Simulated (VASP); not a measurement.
# B (Pm-3m) in VASP: a series of runs

The runs below take B through single point, band structure, with PBE, LDA.

All numbers are computed with VASP 6.6.1; they aren't measurements. Logs are shortened: lines on timing, memory, paths and dates and some standing lists are left out, and cuts for length are marked.

## (1) The structure

The structure is cubic, space group Pm-3m (No. 221). Conventional cell: a = 1.885 Å, b = 1.885 Å, c = 1.885 Å, α = 90.00°, β = 90.00°, γ = 90.00°. Around B (site symmetry m-3m) lie 6 B at 1.89 Å.

The cell was built by a generator and needn't be a form met in nature.

## (2) Single point, PBE, 6.43 Å³/atom (strain = -0.04)

INCAR

```
SYSTEM = B
PREC = Accurate
ENCUT = 520
EDIFF = 1E-6
ISMEAR = -1
SIGMA = 0.05
LREAL = .FALSE.
LASPH = .TRUE.
NELM = 60
ALGO = Normal
ISIF = 2
LWAVE = .FALSE.
LCHARG = .FALSE.
GGA = PE
NBANDS = 8
```

KPOINTS

```
regular mesh
0
G
  14 14 14
  0 0 0
```

POSCAR

```
B
1.0
    1.8098304000      0.0000000000      0.0000000000
    0.0000000000      1.8852400000      0.0000000000
    0.0000000000      0.0000000000      1.8852400000
B
1
Direct
    0.5000000000      0.5000000000      0.5000000000
```

Potentials or basis: VASP PAW PBE potentials, release 64 (B).

Run with:

```sh
> cat potpaw_PBE.64/B/POTCAR > POTCAR
> mpirun -np 1 vasp_std > vasp.out
```

OUTCAR:

```text
SYSTEM = B
   PREC = Accurate
   ENCUT = 520
   EDIFF = 1E-6
   ISMEAR = -1
   LREAL = .FALSE.
   LASPH = .TRUE.
   NELM = 60
   ISIF = 2
   GGA = PE

 ion  position               nearest neighbor table
   1  0.500  0.500  0.500-

  LATTYP: Found a simple tetragonal cell.
 ALAT       =     1.8852400000
 C/A-ratio  =     0.9600000000

  Lattice vectors:

 A1 = (   0.0000000000,   1.8852400000,   0.0000000000)
 A2 = (   0.0000000000,   0.0000000000,   1.8852400000)
 A3 = (   1.8098304000,   0.0000000000,   0.0000000000)

Analysis of symmetry for initial positions (statically):
=====================================================================
 Subroutine PRICEL returns:
 Original cell was already a primitive cell.

 Routine SETGRP: Setting up the symmetry group for a
 simple tetragonal supercell.

 Subroutine GETGRP returns: Found 16 space group operations
 (whereof 16 operations were pure point group operations)
 out of a pool of 16 trial point group operations.

The static configuration has the point symmetry D_4h.

Analysis of symmetry for dynamics (positions and initial velocities):
=====================================================================
 Subroutine PRICEL returns:
 Original cell was already a primitive cell.

 Routine SETGRP: Setting up the symmetry group for a
 simple tetragonal supercell.

 Subroutine GETGRP returns: Found 16 space group operations
 (whereof 16 operations were pure point group operations)
 out of a pool of 16 trial point group operations.

The dynamic configuration has the point symmetry D_4h.

 Subroutine INISYM returns: Found 16 space group operations
 (whereof 16 operations are pure point group operations),
 and found     1 'primitive' translations

----------------------------------------------------------------------------------------

                                     Primitive cell

  volume of cell :       6.4324

  direct lattice vectors                    reciprocal lattice vectors
     1.809830400  0.000000000  0.000000000     0.552537962  0.000000000  0.000000000
     0.000000000  1.885240000  0.000000000     0.000000000  0.530436443  0.000000000
     0.000000000  0.000000000  1.885240000     0.000000000  0.000000000  0.530436443

  length of vectors
     1.809830400  1.885240000  1.885240000     0.552537962  0.530436443  0.530436443

  position of ions in fractional coordinates (direct lattice)
     0.500000000  0.500000000  0.500000000
[... 77 lines left out ...]
   LREAL  =      F    real-space projection
   EDIFFG = 0.1E-04   stopping-criterion for IOM
   NSW    =      0    number of steps for IOM
   IBRION =     -1    ionic relax: 0-MD 1-quasi-New 2-CG
   NFREE  =      0    steps in history (QN), initial steepest desc. (CG)
   ISIF   =      2    stress and relaxation
   ISYM   =      2    0-nonsym 1-usesym 2-fastsym
   POTIM  = 0.5000    time-step for ionic-motion
   TEBEG  =    0.0;   TEEND  =   0.0 temperature during run
   PSTRESS=    0.0 pullay stress
   NELECT =       3.0000    total number of electrons
   NUPDOWN=      -1.0000    fix difference up-down
   EMIN   =  10.00;   EMAX   =-10.00  energy-range for DOS
   EFERMI =   0.00;   METHOD = LEGACY
   ISMEAR =    -1;   SIGMA  =   0.05  broadening in eV -4-tet -1-fermi 0-gaus
   EFERMI_NEDOS =   21; number of points for ismear=-14 and -15
   IALGO  =     38    algorithm
   IMIX   =      4    mixing-type and parameters
     AMIX     =   0.40;   BMIX     =  1.00
     AMIX_MAG =   1.60;   BMIX_MAG =  1.00
  volume/ion in A,a.u.               =       6.43        43.41
  Fermi-wavevector in a.u.,A,eV,Ry     =   1.269575  2.399148 21.930135  1.611819
  Thomas-Fermi vector in A             =   2.402608
   LORBIT       =      0    0 simple, 1 ext, 2 COOP (PROOUT), +10 PAW based schemes
   GGA     = PE    functional components
   LHFCALC =     F    Hartree Fock is set to
   AEXX    =    0.0000 exact exchange contribution
   IVDW    =     0    specifies the selected vdW correction
   LEPSILON=     F    determine dielectric tensor
   LRPA    =     F    only Hartree local field effects (RPA)
 non-spin polarized calculation
  energy-cutoff  :      520.00
  volume of cell :        6.43
 maximum number of plane-waves:       182
 NGX is ok and might be reduce to    14
   NGX =  7   NGY =  7   NGZ =  7

 number of electron       3.0000000 magnetization

 Free energy of the ion-electron system (eV)
  ---------------------------------------------------
  ext. energy  EPLUGINS =         0.00000000
  ---------------------------------------------------
  free energy    TOTEN  =        -5.59208137 eV

  energy without entropy =       -5.58971955  energy(sigma->0) =       -5.59090046

 E-fermi :   7.3881     XC(G=0): -12.5473

 val. band max:        7.3778178334   @ k =   0.2857   0.3571   0.0714
 cond. band min:       7.4175477248   @ k =   0.3571   0.3571   0.0714
 fundamental gap:      0.0397298913
 Fermi energy:         7.3880665505

 k-point     1 :       0.0000    0.0000    0.0000
  band No.  band energies     occupation
      1      -8.7414      2.00000
      2      20.6649      0.00000
      3      20.6649      0.00000
      4      23.2177      0.00000
      5      31.0761      0.00000
      6      32.6656      0.00000
      7      41.9682      0.00000
      8      61.6128      0.00000
[... 243 lines left out ...]
 k-point    24 :       0.5000    0.1429    0.0000
  band No.  band energies     occupation
      1      -0.2412      2.00000
      2       2.4829      2.00000
      3      22.1100      0.00000
      4      25.7847      0.00000
      5      31.1468      0.00000
      6      42.8486      0.00000
      7      43.4702      0.00000
      8      44.7006      0.00000

 [... further k-points ...]

------------------------ aborting loop because EDIFF is reached ----------------------------------------

  FORCE on cell =-STRESS in cart. coord.  units (eV):
  Direction    XX          YY          ZZ          XY          YZ          ZX
  --------------------------------------------------------------------------------------
  -------------------------------------------------------------------------------------
  Total        0.5269565      0.4170908      0.4170908      0.0000000      0.0000000      0.0000000
  in kB      131.2544856    103.8891028    103.8891028      0.0000000      0.0000000      0.0000000
  external PRESSURE =     113.0108971 kB  Pullay stress =       0.0000000 kB

 VOLUME and BASIS-vectors are now :
 -----------------------------------------------------------------------------
  energy-cutoff  :      520.00
  volume of cell :        6.43
      direct lattice vectors                 reciprocal lattice vectors
     1.809830400  0.000000000  0.000000000     0.552537962  0.000000000  0.000000000
     0.000000000  1.885240000  0.000000000     0.000000000  0.530436443  0.000000000
     0.000000000  0.000000000  1.885240000     0.000000000  0.000000000  0.530436443

 POSITION                                       TOTAL-FORCE (eV/Angst)
 -----------------------------------------------------------------------------------
      0.90492      0.94262      0.94262         0.000000      0.000000      0.000000
 -----------------------------------------------------------------------------------
    total drift:                                0.000000      0.000000      0.000000

  FREE ENERGIE OF THE ION-ELECTRON SYSTEM (eV)
  ---------------------------------------------------
  free  energy   TOTEN  =        -5.5920813652 eV

  energy  without entropy=       -5.5897195479  energy(sigma->0) =       -5.59090046
```

Run time: 2.5 s. Hardware: 1 thread of Intel Xeon 6975P-C (Granite Rapids), shared host; peak memory 0.11 GiB.

What came out:

| Item | Value |
| --- | --- |
| Free energy | -5.5921 eV |
| Pressure | 11.3 GPa |
| Band gap on the k mesh | none (metal or under the smearing width) |

## (3) Single point, PBE, 6.57 Å³/atom (strain = -0.02)

INCAR is that of step 2.

KPOINTS is that of step 2.

POSCAR: that of step 2 with these lines changed.

```diff
@@ -2,3 +2,3 @@
 1.0
-    1.8098304000      0.0000000000      0.0000000000
+    1.8475352000      0.0000000000      0.0000000000
     0.0000000000      1.8852400000      0.0000000000
```

Potentials or basis: VASP PAW PBE potentials, release 64 (B).

Run with:

```sh
> cat potpaw_PBE.64/B/POTCAR > POTCAR
> mpirun -np 1 vasp_std > vasp.out
```

Run time: 2.7 s. Hardware: 1 thread of Intel Xeon 6975P-C (Granite Rapids), shared host; peak memory 0.11 GiB.

It converged, with:

- Free energy: -5.5994 eV
- Pressure: 5.5 GPa
- Band gap on the k mesh: none (metal or under the smearing width)

## (4) Band structure, LDA

INCAR

```
  PREC = Accurate
  ENCUT = 520
  EDIFF = 1E-6
  ISMEAR = -1
  SIGMA = 0.05
  LREAL = False
  LASPH = True
  NELM = 100
  ALGO = Fast
  ISIF = 2
  LWAVE = False
  LCHARG = False
```

KPOINTS

```
regular mesh
0
Gamma
  14 14 14
```

POSCAR: that of step 3 with these lines changed.

```diff
@@ -2,3 +2,3 @@
 1.0
-    1.8475352000      0.0000000000      0.0000000000
+    1.8852400000      0.0000000000      0.0000000000
     0.0000000000      1.8852400000      0.0000000000
```

KPOINTS_OPT

```
path GXMGRX,MR
20
line-mode
reciprocal
 0.0000000000  0.0000000000  0.0000000000  G
 0.0000000000  0.5000000000  0.0000000000  X

 0.0000000000  0.5000000000  0.0000000000  X
 0.5000000000  0.5000000000  0.0000000000  M

 0.5000000000  0.5000000000  0.0000000000  M
 0.0000000000  0.0000000000  0.0000000000  G

 0.0000000000  0.0000000000  0.0000000000  G
 0.5000000000  0.5000000000  0.5000000000  R

 0.5000000000  0.5000000000  0.5000000000  R
 0.0000000000  0.5000000000  0.0000000000  X

 0.5000000000  0.5000000000  0.0000000000  M
 0.5000000000  0.5000000000  0.5000000000  R
```

Potentials or basis: VASP PAW LDA potentials, release 64 (B).

Run with:

```sh
> cat potpaw_LDA.64/B/POTCAR > POTCAR
> mpirun -np 1 vasp_std > vasp.out
```

It took 2.6 s on 1 thread of Intel Xeon Platinum 8559C (Emerald Rapids), shared host; peak memory 0.1 GiB.

Results (log left out):

- Free energy: -6.3461 eV
- Pressure: -7.1 GPa
- Band gap along the path: none (metal or under the smearing width)

Levels at the corners of the path, in eV from the Fermi level:
```tsv
point	band 1	band 2	band 3	band 4	band 5
Γ	-15.58	13.47	13.47	13.47	24.23
X	-8.17	-6.00	17.25	17.25	29.84
X	-8.17	-6.00	17.25	17.25	29.84
M	-1.92	-1.92	4.50	8.29	20.33
M	-1.92	-1.92	4.50	8.29	20.33
Γ	-15.58	13.47	13.47	13.47	24.23
Γ	-15.58	13.47	13.47	13.47	24.23
R	3.38	3.38	3.38	16.74	16.74
R	3.38	3.38	3.38	16.74	16.74
X	-8.17	-6.00	17.25	17.25	29.84
M	-1.92	-1.92	4.50	8.29	20.33
R	3.38	3.38	3.38	16.74	16.74
```

(Continued in part 2 of 2.)
